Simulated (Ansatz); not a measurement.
**NiO in Ansatz: the effect of functional**

The system is NiO.

```xyz
2
Lattice="0.0000 2.0859 2.0859 2.0859 0.0000 2.0859 2.0859 2.0859 0.0000" Properties=species:S:1:pos:R:3 pbc="T T T"
Ni    0.0000    0.0000    0.0000
O     2.0859    2.0859    2.0859
```

Alike in all runs:

| Item | Value |
| --- | --- |
| Program | Ansatz 0.2.0 |
| Task | projected density of states |
| Potentials or basis | Ansatz PAW |
| k mesh | 6 × 6 × 6 |
| Occupations | fermi-dirac, width 0.05 eV |
| Spin | collinear spin, ferromagnetic start |
| Starting moments | [1.0, 0.0] μB |

```csv
functional,cutoff,pressure (GPa),moment (μB)
LDA,420 eV (not typed: the program's choice for these potentials),-20.5,0.00
PBEsol,420 eV (not typed: the program's choice for these potentials),-4.9,1.70
RPBE,420 eV (not typed: the program's choice for these potentials),?,?
revPBE,420 eV (not typed: the program's choice for these potentials),10.5,1.76
BLYP,420 eV (not typed: the program's choice for these potentials),14.0,1.72
r2SCAN,500 eV (not typed: the program's choice for these potentials),2.7,2.00
r2SCAN0,500 eV (not typed: the program's choice for these potentials),0.1,2.00
```

What does the run with functional RPBE give?

Pressure 12.4 GPa; moment 1.77 μB.

Caveats: all runs use coarse meshes; the PAW data sets come from PBE, with cores solved anew for the run's functional, which leaves a small shift of forces and pressure; a cell with one magnetic atom can't hold antiferromagnetic order, which such compounds often take (some runs); semilocal functionals often make such compounds metallic where correlation or magnetic order opens a gap, which also shifts bond lengths (some runs); the magnetic or orbital state may not be the lowest (some runs); the starting moments weren't kept (some runs); the thresholds are loose for stress (some runs).

Runs at the PBE level aren't shown here.
